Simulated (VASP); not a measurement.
Write the native input for VASP 6.6.1 that does the following.

```
Task                   : relaxation of cell and atoms
Functional             : RPBE
Potentials or basis    : VASP PAW PBE potentials, release 64 (Si, O)
Cutoff                 : 600 eV
k mesh                 : 8 × 8 × 10
Occupations            : gaussian, width 0.03 eV
Spin                   : no spin polarisation
Further INCAR settings : ALGO = Normal; EDIFF = 1e-06; IBRION = 2; EDIFFG = -0.01; NSW = 90; ISIF = 3
```

The structure of SiO2 (Stishovite) lies in POSCAR:

```
SiO2
1.0
    4.1773000000      0.0000000000      0.0000000000
    0.0000000000      4.1773000000      0.0000000000
    0.0000000000      0.0000000000      2.6652000000
Si O
2 4
Direct
    0.0000000000      0.0000000000      0.0000000000
    0.5000000000      0.5000000000      0.5000000000
    0.3059000000      0.3059000000      0.0000000000
    0.1941000000      0.8059000000      0.5000000000
    0.6941000000      0.6941000000      0.0000000000
    0.8059000000      0.1941000000      0.5000000000
```

The input as run:

INCAR

```
  ALGO = Normal
  EDIFF = 1E-6
  EDIFFG = -0.01
  ENCUT = 600
  GGA = RP
  IBRION = 2
  ISIF = 3
  ISMEAR = 0
  KPAR = 2
  LASPH = True
  LCHARG = False
  LREAL = False
  LWAVE = False
  NELM = 80
  NSW = 90
  PREC = Accurate
  SIGMA = 0.03
```

KPOINTS

```
k-points
0
Gamma
  8 8 10
```

Potentials or basis: VASP PAW PBE potentials, release 64 (Si, O).

Command:

```console
$ cat potpaw_PBE.64/Si/POTCAR potpaw_PBE.64/O/POTCAR > POTCAR
$ mpirun -np 2 vasp_std > vasp.out
```

Results of the run:

- Relaxed volume: 8.19 Å³/atom
- Relaxed cell: a = 4.265 Å, b = 4.265 Å, c = 2.700 Å, α = 90.00°, β = 90.00°, γ = 90.00°
- Space group after relaxing (to 0.05 Å): P4_2/mnm (No. 136)
- Energy gained by relaxing: 19.8 meV/atom
- Ionic steps: 8
- Pressure after relaxing: -0.1 GPa
- Largest force after relaxing: 0.004 eV/Å
- Band gap on the k mesh: 4.84 eV, direct

Caveat: the PAW data sets were made with another functional, which shifts forces and pressure a little.

Run time: 95 s on 2 MPI ranks on Intel(R) Xeon(R) Platinum 8559C (Emerald Rapids) (shared host), peak memory 0.22 GiB a rank.
